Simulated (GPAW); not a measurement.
The system is LiCl.

```
CELL_PARAMETERS angstrom
0.00000 2.56477 2.56477
2.56477 0.00000 2.56477
2.56477 2.56477 0.00000
ATOMIC_POSITIONS crystal
Cl 0.50000 0.50000 0.50000
Li 0.00000 0.00000 0.00000
```

Base run:

| Item | Value |
| --- | --- |
| Program | GPAW 26.7.0 |
| Functional | M06-L |
| Potentials or basis | GPAW PAW data sets (gpaw-data 1.2.1) |
| Cutoff | 800 eV |
| Basis | pw |
| k mesh | 7 × 7 × 7 |
| Occupations | fermi-dirac, width 0.05 eV |
| Spin | no spin polarisation |

Its results: band gap on the k mesh 7.04 eV, direct; pressure 2.6 GPa.

Task: After a change of settings the same cell gave: band gap on the k mesh 6.57 eV, direct; pressure -0.2 GPa. Which change was it?
A. functional from M06-L to rSCAN
B. functional from M06-L to r2SCAN; band points from 100 to 60
C. functional from M06-L to revTPSS; band points from 100 to 80
D. functional from M06-L to OLYP; potentials or basis from GPAW PAW data sets (gpaw-data 1.2.1) to PAW data sets generated in the run's folder for this functional

Result: C.

Caveats: the PAW data sets were made with another functional, which shifts forces and pressure a little.

Not every run made on this cell is shown here.
